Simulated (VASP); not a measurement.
A run of VASP 6.6.1 is set up as follows.

File INCAR:

```
SYSTEM = Cu
PREC = Accurate
ENCUT = 520
EDIFF = 1E-7
ISMEAR = -1
SIGMA = 0.1
LREAL = .False.
LASPH = .True.
NELM = 100
ALGO = Normal
ISIF = 2
LWAVE = .False.
LCHARG = .False.
GGA = PE
NBANDS = 12
```

Contents of KPOINTS:

```
regular mesh
0
Gamma
  24 24 24
  0 0 0
```

File POSCAR:

```
Cu
1.0
    0.0000000000      1.8075000000      1.8075000000
    1.8075000000      0.0000000000      1.8075000000
    1.8075000000      1.8075000000      0.0000000000
Cu
1
Direct
    0.0000000000      0.0000000000      0.0000000000
```

Potentials or basis: VASP PAW PBE potentials, release 64 (Cu).

The run is started by

```console
$ cat potpaw_PBE.64/Cu/POTCAR > POTCAR
$ mpirun -np 1 vasp_std > vasp.out
```

Predict the band gap on the k mesh.

none (metal or under the smearing width).

Estimate the pressure.

2.3 GPa.
